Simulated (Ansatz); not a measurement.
# HfSi2: the cost of one run

Method: DFT PBE, scalar-relativistic, plane waves, PAW, in Ansatz 0.2.0.

1 further run of the same task is left out (set aside as unsound or not needed).

**1. Starting point**

Symmetry: Cmcm, No. 63, orthorhombic system. The conventional cell has a = 3.683 Å, b = 14.592 Å, c = 3.660 Å, α = 90.00°, β = 90.00°, γ = 90.00°. Hf (site symmetry m2m) has 10 Si at 2.70 to 2.97 Å as nearest neighbours. Si (site symmetry m2m) has 2 Si at 2.42 Å and 6 Hf at 2.70 to 2.97 Å as nearest neighbours. Si (site symmetry m2m) is surrounded by 4 Si at 2.60 Å and 4 Hf at 2.80 Å.

As a file:

```cif
data_structure
_symmetry_space_group_name_H-M 'P 1'
_symmetry_Int_Tables_number 1
_cell_length_a 7.5248
_cell_length_b 7.5248
_cell_length_c 3.6598
_cell_angle_alpha 90.000
_cell_angle_beta 90.000
_cell_angle_gamma 151.672
_cell_volume 98.33
loop_
_atom_site_label
_atom_site_type_symbol
_atom_site_fract_x
_atom_site_fract_y
_atom_site_fract_z
_atom_site_occupancy
Hf1 Hf 0.89454 0.10546 0.75000 1
Hf2 Hf 0.10546 0.89454 0.25000 1
Si1 Si 0.55428 0.44572 0.75000 1
Si2 Si 0.44572 0.55428 0.25000 1
Si3 Si 0.25028 0.74972 0.75000 1
Si4 Si 0.74972 0.25028 0.25000 1
```

This cell was relaxed beforehand with the same method: volume 16.39 Å³/atom, gap on the mesh none (metal).

**2. The reference: the undisturbed cell on the scan's mesh**

input.yaml

```yaml
crystal:
  lattice:
    - [1.8412674628, -7.2960000282, 0.0]
    - [1.8412674628, 7.2960000282, 0.0]
    - [0.0, 0.0, 3.6597919947]
  atoms:
    - { symbol: Hf, position: [0.8945372363, 0.1054627637, 0.75] }
    - { symbol: Hf, position: [0.1054627637, 0.8945372363, 0.25] }
    - { symbol: Si, position: [0.5542797305, 0.4457202695, 0.75] }
    - { symbol: Si, position: [0.4457202695, 0.5542797305, 0.25] }
    - { symbol: Si, position: [0.250281829, 0.749718171, 0.75] }
    - { symbol: Si, position: [0.749718171, 0.250281829, 0.25] }
basis:
  ecutwfc: 420
kpoints:
  mp_grid: { grid: [10, 10, 10] }
hamiltonian:
  xc: pbe
scf:
  occupations: { method: gaussian, width: 0.15 }
output:
  forces: true
  stress: true
  eigenvalues: true
```

On the command line:

```console
ansatz run input.yaml --threads 2 --pin off --max-ram 5120MiB --backend cpu --events-out ev --progress --plain --runs-dir out
```

Q: Estimate wall time and peak memory on 2 threads of AMD EPYC 9R45 (Zen 5), shared host.

About 7 s, with a peak of 0.81 GiB.
